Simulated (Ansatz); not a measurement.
# Band structure of CdTe

```yaml
crystal:
  lattice:
    - [0.00000, 3.20500, 3.20500]
    - [3.20500, 0.00000, 3.20500]
    - [3.20500, 3.20500, 0.00000]
  atoms:
    - { symbol: Cd, position: [0.00000, 0.00000, 0.00000] }
    - { symbol: Te, position: [0.75000, 0.75000, 0.75000] }
```

Atoms are numbered in the order listed.

The cell comes from COD entry 1010539, which wasn't checked; take it as a given geometry. It differs from other determinations.

Theory: DFT, PBE, all-electron LAPW, Dirac equation with spin-orbit coupling in Ansatz 0.2.0.

Settings: a Γ-centred 10×10×10 k mesh, Fermi–Dirac smearing of 0.08 eV, basis error target 0.25 meV/atom, no spin polarisation.

Points in fractions of the reciprocal vectors of this cell: Γ (0, 0, 0), X (-0.5, -0.5, 0), U (-0.375, -0.375, 0.25), K (-0.375, 0, 0.375), L (0, 0, 0.5), W (-0.5, -0.25, 0.25). The path joins them by straight lines in the order Γ–X–U–K–Γ–L–W–X; legs that retrace an earlier one aren't tabulated. Energies are in eV from the top of the valence band.

(1) Metal or insulator at this level of theory?

(2) Tabulate bands 52 to 57, counted from the lowest band of the run, along the path.

Results:

(1) An insulator or semiconductor: gap 0.60 eV, direct at Γ.

(2) 
```json
{"k (1/Å)": "0.00", "point": "Γ", "band 52": "0.00", "band 53": "0.00", "band 54": "0.00", "band 55": "0.60", "band 56": "0.60", "band 57": "4.08"}
{"k (1/Å)": "0.20", "point": "", "band 52": "-0.68", "band 53": "-0.30", "band 54": "-0.30", "band 55": "1.59", "band 56": "1.59", "band 57": "3.85"}
{"k (1/Å)": "0.39", "point": "", "band 52": "-1.32", "band 53": "-0.93", "band 54": "-0.93", "band 55": "2.61", "band 56": "2.61", "band 57": "3.19"}
{"k (1/Å)": "0.59", "point": "", "band 52": "-1.89", "band 53": "-1.53", "band 54": "-1.53", "band 55": "2.53", "band 56": "2.53", "band 57": "3.00"}
{"k (1/Å)": "0.78", "point": "", "band 52": "-2.29", "band 53": "-1.95", "band 54": "-1.95", "band 55": "2.28", "band 56": "2.28", "band 57": "2.64"}
{"k (1/Å)": "0.98", "point": "X", "band 52": "-2.43", "band 53": "-2.09", "band 54": "-2.09", "band 55": "2.26", "band 56": "2.26", "band 57": "2.40"}
{"k (1/Å)": "1.05", "point": "", "band 52": "-2.42", "band 53": "-2.13", "band 54": "-2.10", "band 55": "2.30", "band 56": "2.32", "band 57": "2.45"}
{"k (1/Å)": "1.12", "point": "", "band 52": "-2.47", "band 53": "-2.15", "band 54": "-2.11", "band 55": "2.36", "band 56": "2.37", "band 57": "2.72"}
{"k (1/Å)": "1.19", "point": "", "band 52": "-2.60", "band 53": "-2.12", "band 54": "-2.07", "band 55": "2.43", "band 56": "2.43", "band 57": "3.16"}
{"k (1/Å)": "1.26", "point": "", "band 52": "-2.76", "band 53": "-2.03", "band 54": "-1.99", "band 55": "2.50", "band 56": "2.52", "band 57": "3.67"}
{"k (1/Å)": "1.33", "point": "U", "band 52": "-2.87", "band 53": "-1.92", "band 54": "-1.89", "band 55": "2.59", "band 56": "2.62", "band 57": "4.19"}
{"k (1/Å)": "1.45", "point": "", "band 52": "-2.86", "band 53": "-1.99", "band 54": "-1.92", "band 55": "2.86", "band 56": "2.93", "band 57": "4.41"}
{"k (1/Å)": "1.57", "point": "", "band 52": "-2.76", "band 53": "-2.17", "band 54": "-2.05", "band 55": "3.41", "band 56": "3.60", "band 57": "4.43"}
{"k (1/Å)": "1.69", "point": "", "band 52": "-2.76", "band 53": "-2.17", "band 54": "-2.05", "band 55": "3.41", "band 56": "3.60", "band 57": "4.43"}
{"k (1/Å)": "1.81", "point": "", "band 52": "-2.86", "band 53": "-1.99", "band 54": "-1.92", "band 55": "2.86", "band 56": "2.93", "band 57": "4.41"}
{"k (1/Å)": "1.93", "point": "K", "band 52": "-2.87", "band 53": "-1.92", "band 54": "-1.89", "band 55": "2.59", "band 56": "2.62", "band 57": "4.19"}
{"k (1/Å)": "2.13", "point": "", "band 52": "-2.80", "band 53": "-1.47", "band 54": "-1.45", "band 55": "2.85", "band 56": "2.94", "band 57": "4.84"}
{"k (1/Å)": "2.34", "point": "", "band 52": "-2.21", "band 53": "-0.96", "band 54": "-0.95", "band 55": "2.77", "band 56": "2.94", "band 57": "4.88"}
{"k (1/Å)": "2.55", "point": "", "band 52": "-1.37", "band 53": "-0.53", "band 54": "-0.52", "band 55": "2.28", "band 56": "2.42", "band 57": "4.27"}
{"k (1/Å)": "2.76", "point": "", "band 52": "-0.65", "band 53": "-0.18", "band 54": "-0.18", "band 55": "1.51", "band 56": "1.56", "band 57": "4.10"}
{"k (1/Å)": "2.97", "point": "Γ", "band 52": "0.00", "band 53": "0.00", "band 54": "0.00", "band 55": "0.60", "band 56": "0.60", "band 57": "4.08"}
{"k (1/Å)": "3.14", "point": "", "band 52": "-0.55", "band 53": "-0.11", "band 54": "-0.10", "band 55": "1.31", "band 56": "1.31", "band 57": "4.19"}
{"k (1/Å)": "3.31", "point": "", "band 52": "-0.87", "band 53": "-0.35", "band 54": "-0.33", "band 55": "1.75", "band 56": "1.75", "band 57": "4.63"}
{"k (1/Å)": "3.48", "point": "", "band 52": "-1.13", "band 53": "-0.61", "band 54": "-0.59", "band 55": "1.74", "band 56": "1.74", "band 57": "4.84"}
{"k (1/Å)": "3.65", "point": "", "band 52": "-1.31", "band 53": "-0.79", "band 54": "-0.78", "band 55": "1.63", "band 56": "1.63", "band 57": "4.86"}
{"k (1/Å)": "3.82", "point": "L", "band 52": "-1.38", "band 53": "-0.85", "band 54": "-0.85", "band 55": "1.58", "band 56": "1.58", "band 57": "4.84"}
{"k (1/Å)": "3.95", "point": "", "band 52": "-1.56", "band 53": "-1.08", "band 54": "-1.05", "band 55": "1.93", "band 56": "2.01", "band 57": "4.66"}
{"k (1/Å)": "4.09", "point": "", "band 52": "-2.11", "band 53": "-1.44", "band 54": "-1.36", "band 55": "2.62", "band 56": "2.75", "band 57": "4.36"}
{"k (1/Å)": "4.23", "point": "", "band 52": "-2.59", "band 53": "-1.87", "band 54": "-1.75", "band 55": "3.22", "band 56": "3.42", "band 57": "4.27"}
{"k (1/Å)": "4.37", "point": "", "band 52": "-2.74", "band 53": "-2.31", "band 54": "-2.18", "band 55": "3.64", "band 56": "3.94", "band 57": "4.39"}
{"k (1/Å)": "4.51", "point": "W", "band 52": "-2.57", "band 53": "-2.57", "band 54": "-2.55", "band 55": "3.86", "band 56": "4.26", "band 57": "4.39"}
{"k (1/Å)": "4.61", "point": "", "band 52": "-2.58", "band 53": "-2.51", "band 54": "-2.50", "band 55": "3.63", "band 56": "3.94", "band 57": "3.95"}
{"k (1/Å)": "4.70", "point": "", "band 52": "-2.54", "band 53": "-2.41", "band 54": "-2.38", "band 55": "3.16", "band 56": "3.30", "band 57": "3.30"}
{"k (1/Å)": "4.80", "point": "", "band 52": "-2.47", "band 53": "-2.28", "band 54": "-2.24", "band 55": "2.70", "band 56": "2.77", "band 57": "2.79"}
{"k (1/Å)": "4.90", "point": "", "band 52": "-2.42", "band 53": "-2.15", "band 54": "-2.13", "band 55": "2.37", "band 56": "2.40", "band 57": "2.48"}
{"k (1/Å)": "5.00", "point": "X", "band 52": "-2.43", "band 53": "-2.09", "band 54": "-2.09", "band 55": "2.26", "band 56": "2.26", "band 57": "2.40"}
```
